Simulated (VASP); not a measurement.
# C: single point with PBEsol

The system is C.

```xyz
2
Lattice="1.1556 0.6672 3.7796 -1.1556 0.6672 3.7796 0.0000 -1.3344 3.7796" Properties=species:S:1:pos:R:3 pbc="T T T"
C     0.0000    0.0000    1.8596
C     0.0000    0.0000    9.4792
```

This isn't the form of C at room conditions, which is graphite.

```json
{"Program": "VASP 6.6.1", "Task": "single point", "Functional": "PBEsol", "Potentials or basis": "VASP PAW PBE potentials, release 64 (C)", "Cutoff": "520 eV", "k mesh": "15 × 15 × 15", "Occupations": "gaussian, width 0.05 eV", "Spin": "no spin polarisation"}
```

| Property | Result |
| --- | --- |
| Pressure | 60.3 GPa |
| Largest force | 0.898 eV/Å |
| Band gap on the k mesh | 0.33 eV, direct |

Forces in eV/Å, atoms in the order of the input:
```
C    0.000  0.000  0.898
C    0.000  0.000 -0.898
```

Stress tensor (GPa, compression positive):
```
90.94  0.00  0.00
 0.00 90.94  0.00
 0.00  0.00 -1.01
```

Levels at points of the mesh, in eV from the valence-band top:
```tsv
k point	band 1	band 2	band 3	band 4	band 5	band 6	band 7	band 8	band 9
(0.00, 0.00, 0.00)	-20.95	-8.37	-2.65	-2.65	2.74	9.83	9.83	14.11	17.50
```

Run time: 120 s on 1 thread of Intel(R) Xeon(R) Platinum 8259CL CPU @ 2.50GHz (Skylake/Cascade Lake) (shared host), peak memory 0.2 GiB.

Caveat: a pressure of tens of GPa on the cell as given is suspect, and the run, the potentials or the cell itself is likely at fault; the PAW data sets were made with another functional, which shifts forces and pressure a little; an odd mesh through Γ misses points on the zone boundary, where band edges often lie. PBEsol gaps usually lie below the measured ones, often by a third to a half.
